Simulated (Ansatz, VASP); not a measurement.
EuS: VASP beside Ansatz

```
Eu S
1.0
     2.97850    2.97850    5.95700
     5.95700    2.97850    2.97850
     2.97850    5.95700    2.97850
Eu S
2 2
Direct
  0.00000 0.00000 0.00000
  0.50000 0.50000 0.50000
  0.25000 0.25000 0.25000
  0.75000 0.75000 0.75000
```

Alike in both runs: task single point; functional PBE; k mesh 6 × 6 × 6; occupations gaussian, width 0.02 eV; collinear spin; Hubbard terms Eu f U = 7.0 eV.

|  | VASP | Ansatz |
| --- | --- | --- |
| version | VASP 6.6.1 | Ansatz 0.2.0 |
| potentials or method | VASP PAW PBE potentials, release 64 (Eu, S) | scalar-relativistic, plane waves, PAW |
| plane-wave cutoff (eV) | 520 | 420 |
| valence electrons in the cell | 46 | 46 |

|  | VASP | Ansatz | Ansatz less VASP |
| --- | --- | --- | --- |
| gap on the k mesh at the Fermi level (eV) | 1.18 | 1.49 | +0.309 |
| least direct gap on the mesh (eV) | 1.38 | 1.87 | +0.488 |
| net moment per atom (μB) | 0.00 | 0.00 | 0.000 |
| size of the moment on the site where the two differ most (μB) | 6.73 | 6.87 | +0.139 |

Site moments also hang on the region over which each program counts them. The programs project onto different local orbitals, so the same U acts differently. Ansatz warned: «stability_check_not_made».

Caveats: spin-orbit coupling is left out, which moves the levels of the heavy elements. The state reached can hang on the start; a lower one may exist. A k mesh can miss the band edges.
